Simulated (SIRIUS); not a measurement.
# Cu (Cmcm) in SIRIUS: reference runs

How does Cu come out in PBEsol? The cell is run as given.

Everything below comes from runs of SIRIUS 7.10.0. Logs are shortened: lines on timing, memory, paths and dates and some standing lists are left out, and cuts for length are marked. The log counts tension as positive stress, the text compression.

### 1 The crystal as given

The structure is orthorhombic, space group Cmcm (No. 63). The conventional cell has a = 2.437 Å, b = 7.953 Å, c = 2.475 Å, α = 90.00°, β = 90.00°, γ = 90.00°. Around Cu (site symmetry m2m) lie 10 Cu at 2.44 to 2.54 Å.

This isn't the form of Cu at room conditions, which is fcc.

### 2 Single point, PBEsol

sirius.json

```json
{
  "control": {
    "processing_unit": "cpu",
    "verbosity": 2,
    "num_bands_to_print": 28,
    "print_forces": true,
    "print_stress": true
  },
  "parameters": {
    "electronic_structure_method": "pseudopotential",
    "xc_functionals": ["XC_GGA_X_PBE_SOL", "XC_GGA_C_PBE_SOL"],
    "gk_cutoff": 9.6,
    "pw_cutoff": 19.2,
    "ngridk": [11, 11, 11],
    "shiftk": [0, 0, 0],
    "smearing": "fermi_dirac",
    "smearing_width": 0.0018374661,
    "num_bands": 28,
    "num_mag_dims": 0,
    "num_dft_iter": 100,
    "energy_tol": 1e-08,
    "density_tol": 1e-06
  },
  "iterative_solver": {
    "type": "davidson",
    "min_tolerance": 1e-09,
    "tolerance_scale": [0.1, 0.25]
  },
  "mixer": {
    "type": "anderson",
    "beta": 0.7,
    "max_history": 8
  },
  "settings": {
    "tol_ne": 1e-10,
    "pseudo_grid_cutoff": 6.5
  },
  "unit_cell": {
    "lattice_vectors": [
      [2.302562666901, -7.51426540764, 0.0],
      [2.302562666901, 7.51426540764, 0.0],
      [0.0, 0.0, 4.678008562152]
    ],
    "atom_coordinate_units": "lattice",
    "atom_types": ["Cu"],
    "atom_files": {
      "Cu": "Cu.json"
    },
    "atoms": {
      "Cu": [
        [0.86613335, 0.13386665, 0.75],
        [0.13386665, 0.86613335, 0.25]
      ]
    }
  }
}
```

Potentials or basis: PseudoDojo 0.4.1 PBEsol standard (scalar relativistic).

Run with:

```sh
upf_to_json Cu.upf
OMP_NUM_THREADS=1 sirius.scf --input=sirius.json --output=out.json --task=0
```

Output:

```text
[info] SIRIUS version : 7.10.0
[info] number of MPI ranks           : 1
[info] MPI grid                      : 1 1
[info] maximum number of OMP threads : 1
[fft] FFT context for density and potential
[fft] =====================================
[fft]   comm size                             : 1
[fft]   plane wave cutoff                     : 19.2
[fft]   grid size                             : 54 54 32   total : 93312
[fft]   grid limits                           : -26 27   -26 27   -15 16
[fft]   number of G-vectors within the cutoff : 9624
[fft]   local number of G-vectors             : 9624
[fft]   number of G-shells                    : 2712
[fft] FFT context for coarse grid
[fft] =====================================
[fft]   comm size                             : 1
[fft]   plane wave cutoff                     : 19.2
[fft]   grid size                             : 54 54 32   total : 93312
[fft]   grid limits                           : -26 27   -26 27   -15 16
[fft]   number of G-vectors within the cutoff : 9624
[fft]   local number of G-vectors             : 9624
[fft]   number of G-shells                    : 2712
[unit cell] lattice vectors
[unit cell]   a1 :       2.3025626669     -7.5142654076      0.0000000000
[unit cell]   a2 :       2.3025626669      7.5142654076      0.0000000000
[unit cell]   a3 :       0.0000000000      0.0000000000      4.6780085622
[unit cell] reciprocal lattice vectors
[unit cell]   b1 :       1.3643896424     -0.4180838024      0.0000000000
[unit cell]   b2 :       1.3643896424      0.4180838024     -0.0000000000
[unit cell]   b3 :      -0.0000000000      0.0000000000      1.3431324940
[unit cell] unit cell volume :       161.87843511 [a.u.^3]
[unit cell] 1/sqrt(omega)    :         0.07859692
[unit cell] MT volume        :         0.00000000 ( 0.00%)
[unit cell] IT volume        :       161.87843511 (100.00%)
[unit cell] number of atom types : 1
[unit cell] type id : 0 symbol : Cu mt_radius :  14.910000 num_atoms : 2
[unit cell] total number of atoms : 2
[unit cell] number of symmetry classes : 1
[unit cell] number of PAW atoms : 0
[unit cell] atom id  type id  class id             position                      vector_field
[unit cell] ------------------------------------------------------------------------------------------
[unit cell]      0        0        0      0.86613   0.13387   0.75000      0.00000   0.00000   0.00000
[unit cell]      1        0        0      0.13387   0.86613   0.25000      0.00000   0.00000   0.00000
[unit cell] atom id         position (Cartesian, a.u.)
[unit cell] ---------------------------------------------
[unit cell]      0       2.302563   -5.502446    3.508506
[unit cell]      1       2.302563    5.502446    1.169502
[unit cell] class id : 0 atom id : 0 1
[unit cell] minimum bond length:     4.605125
[unit cell] total number of pseudo wave-functions: 20
[sym] space group number   : 63
[sym] international symbol : Cmcm
[sym] Hall symbol          : -C 2c 2
[sym] space group transformation matrix :
[sym]   0.5000  0.5000  0.0000
[sym]  -0.5000  0.5000  0.0000
[sym]   0.0000  0.0000  1.0000
[sym] space group origin shift :
[sym]   0.0000  0.0000  0.0000
[sym] number of space group operations  : 8
[sym] number of magnetic group operations : 8
[sym] metric tensor error: 0.0000e+00
[sym] rotation matrix error: 3.8055e-18
[sym] symmetry operations
[... list of symmetry operations ...]
[... 257 lines left out ...]
[diagonalize] ik:    2   -3.506368   -3.505766   -1.948958   -1.945731   -1.945500   -1.944693   -1.944526   -1.944526    0.309456    0.448309    0.477506    0.494010    0.508423    0.514212    0.521309    0.533026    0.546360    0.553050    0.569012    0.658117    0.833937    1.042338    1.108011    1.205180    1.372289    1.495512    1.540626    1.604424
[diagonalize] ik:    3   -3.506223   -3.505720   -1.948670   -1.946458   -1.945634   -1.945551   -1.944753   -1.944544    0.348952    0.456120    0.484264    0.487217    0.510870    0.517290    0.525032    0.534496    0.537448    0.547398    0.567114    0.678973    0.864809    0.933509    1.007835    1.260417    1.387583    1.473674    1.518612    1.556201
[diagonalize] ik:    4   -3.506079   -3.505688   -1.948478   -1.947366   -1.946367   -1.945364   -1.944989   -1.944582    0.394508    0.456052    0.479728    0.494918    0.511659    0.519202    0.529274    0.530468    0.544631    0.556344    0.564485    0.694486    0.776394    0.927392    0.981773    1.331263    1.337088    1.412754    1.523669    1.580339
[diagonalize] ...
[diagonalize] ik:  211   -3.505803   -3.505790   -1.949051   -1.949008   -1.945778   -1.945670   -1.944718   -1.944616    0.444885    0.449880    0.491577    0.497933    0.506240    0.507845    0.526737    0.532622    0.565041    0.567504    0.631270    0.652233    0.768704    0.790310    1.171688    1.244015    1.281895    1.315372    1.434573    1.451082
[diagonalize] ik:  212   -3.505883   -3.505854   -1.949188   -1.949097   -1.945793   -1.945645   -1.944009   -1.943878    0.434527    0.440723    0.488986    0.494562    0.516691    0.518128    0.536349    0.541453    0.558605    0.564662    0.589727    0.622446    0.758155    0.790110    1.218452    1.275005    1.305378    1.377859    1.469052    1.516378
[diagonalize] ik:  213   -3.505917   -3.505874   -1.949193   -1.949059   -1.945891   -1.945671   -1.943735   -1.943602    0.429707    0.438600    0.485563    0.490148    0.529247    0.530750    0.537510    0.542026    0.549939    0.554596    0.578068    0.617656    0.756690    0.799691    1.175673    1.241713    1.432554    1.451992    1.493242    1.521886
[diagonalize] ik:  214   -3.505874   -3.505863   -1.949210   -1.949191   -1.945676   -1.945646   -1.944011   -1.943876    0.435421    0.438624    0.488750    0.494816    0.519909    0.520414    0.535158    0.541185    0.563048    0.566947    0.597488    0.605583    0.764109    0.772371    1.272505    1.282051    1.302771    1.372083    1.461708    1.463299
[diagonalize] ik:  215   -3.505905   -3.505886   -1.949268   -1.949217   -1.945702   -1.945626   -1.943739   -1.943597    0.430855    0.434902    0.485417    0.490661    0.531671    0.532344    0.547526    0.551601    0.552763    0.565134    0.567718    0.593778    0.758280    0.775040    1.242758    1.278396    1.427153    1.430167    1.458579    1.502622
[find] Charges and magnetic moments
[find] --------------------------------------------------------------------------------
[find] total charge          : 38.000000
[find] Energy
[find] --------------------------------------------------------------------------------
[find] valence_eval_sum               :     -26.17989534
[find] <rho|V^{XC}>                   :     -47.97327619
[find] <rho|E^{XC}>                   :     -46.21574561
[find] <mag|B^{XC}>                   :       0.00000000
[find] <rho|V^{H}>                    :     230.84718068
[find] one-electron contribution      :    -209.05379983 (Ha),    -418.10759965 (Ry)
[find] hartree contribution           :     115.42359034
[find] xc contribution                :     -46.21574561
[find] ewald contribution             :    -239.05882518
[find] PAW contribution               :       0.00000000
[find] smearing (-TS)                 :      -0.00015416
[find] SCF correction                 :      -0.00000098
[find] Total energy                   :    -378.90478126 (Ha),    -757.80956252 (Ry)
[find] Free energy (E-TS)             :    -378.90493542 (Ha),    -757.80987084 (Ry)
[find] band gap (eV)                  :       0.00000000
[find] Efermi                         :       0.61997045
[find] iteration : 11, RMS : 1.018806778205e-07, energy difference : -5.582023732131e-11
[find] Hartree energy of density residual : 1.266253934210e-13
[find] bands are converged : true
[find] iterative solver converged : true
[find] converged after 12 SCF iterations!
[find] Charges and magnetic moments
[find] --------------------------------------------------------------------------------
[find] total charge          : 38.000000
[find] Energy
[find] --------------------------------------------------------------------------------
[find] valence_eval_sum               :     -26.17989534
[find] <rho|V^{XC}>                   :     -47.97327619
[find] <rho|E^{XC}>                   :     -46.21574561
[find] <mag|B^{XC}>                   :       0.00000000
[find] <rho|V^{H}>                    :     230.84718068
[find] one-electron contribution      :    -209.05379983 (Ha),    -418.10759965 (Ry)
[find] hartree contribution           :     115.42359034
[find] xc contribution                :     -46.21574561
[find] ewald contribution             :    -239.05882518
[find] PAW contribution               :       0.00000000
[find] smearing (-TS)                 :      -0.00015416
[find] SCF correction                 :      -0.00000098
[find] Total energy                   :    -378.90478126 (Ha),    -757.80956252 (Ry)
[find] Free energy (E-TS)             :    -378.90493542 (Ha),    -757.80987084 (Ry)
[find] band gap (eV)                  :       0.00000000
[find] Efermi                         :       0.61997045
[ground_state] === stress tensor components [kbar] ===
[ground_state] === stress_kin ===
[ground_state] -210884.696311   -0.000000    0.000000
[ground_state]    -0.000000-210532.535576    0.000000
[ground_state]     0.000000    0.000000-210582.225263
[ground_state] === stress_har ===
[ground_state] -65836.981571   -0.000000    0.000000
[ground_state]    -0.000000-70362.907947    0.000000
[ground_state]     0.000000    0.000000-73579.678876
[ground_state] === stress_ewald ===
[ground_state] 150702.536025    0.000000    0.000000
[ground_state]     0.000000143792.537205    0.000000
[ground_state]     0.000000    0.000000139988.527742
[ground_state] === stress_vloc ===
[ground_state] 11907.404622    0.000000    0.000000
[ground_state]     0.00000023171.472346    0.000000
[ground_state]     0.000000    0.00000030210.014539
[ground_state] === stress_xc ===
[ground_state]  3645.114449    0.000000    0.000000
[ground_state]     0.000000 3644.016469    0.000000
[ground_state]     0.000000    0.000000 3643.688038
[ground_state] === stress_core ===
[ground_state] 20985.267823    0.000000    0.000000
[ground_state]     0.00000020984.217411    0.000000
[ground_state]     0.000000    0.00000020984.096629
[ground_state] === stress_nonloc ===
[ground_state] 89494.355983    0.000000    0.000000
[ground_state]     0.00000089328.193613    0.000000
[ground_state]     0.000000    0.00000089349.580027
[ground_state] === stress_us_nl ===
[ground_state] 89494.355983    0.000000    0.000000
[ground_state]     0.00000089328.193613    0.000000
[ground_state]     0.000000    0.00000089349.580027
[ground_state] === stress_total ===
[ground_state]    13.001019    0.000000    0.000000
[ground_state]     0.000000   24.993522    0.000000
[ground_state]     0.000000    0.000000   14.002836
[ground_state] ==== total Forces in Ha/bohr =====
[ground_state] atom:    0, force:       0.0000000      0.0002274      0.0000000
[ground_state] atom:    1, force:      -0.0000000     -0.0002274     -0.0000000
[ground_state] ==== ultrasoft contribution from Qij =====
[ground_state] atom:    0, force:       0.0000000      0.0000000      0.0000000
[ground_state] atom:    1, force:       0.0000000      0.0000000      0.0000000
[ground_state] ==== non-local contribution from Beta-projector =====
[ground_state] atom:    0, force:       0.0000000     -0.0287204      0.0000000
[ground_state] atom:    1, force:      -0.0000000      0.0287204     -0.0000000
[ground_state] ==== contribution from local potential =====
[ground_state] atom:    0, force:       0.0000000      4.5582197     -0.0000000
[ground_state] atom:    1, force:       0.0000000     -4.5582197      0.0000000
[ground_state] ==== contribution from core density =====
[ground_state] atom:    0, force:       0.0000000      0.0014165      0.0000000
[ground_state] atom:    1, force:       0.0000000     -0.0014165      0.0000000
[ground_state] ==== Ewald forces from ions =====
[ground_state] atom:    0, force:      -0.0000000     -4.5306855     -0.0000000
[ground_state] atom:    1, force:      -0.0000000      4.5306855      0.0000000
[~DFT_ground_state] local op. applied: 162597
[~DFT_ground_state] evp. work count: 24316.5
[~DFT_ground_state] number of iterative solver steps: 6150
```

Wall time 6 min (1 thread of Arm Neoverse V2, shared host); peak memory 1 GiB.

Results:

```
Free energy            : -10310.5285 eV
Pressure               : -1.7 GPa
Largest force          : 0.012 eV/Å
Band gap on the k mesh : none (metal or under the smearing width)
```

Forces in eV/Å, atoms in the order of the input:
```
Cu   0.000  0.012  0.000
Cu   0.000 -0.012  0.000
```

Stress tensor (GPa, compression positive):
```
-1.30  0.00  0.00
 0.00 -2.50  0.00
 0.00  0.00 -1.40
```
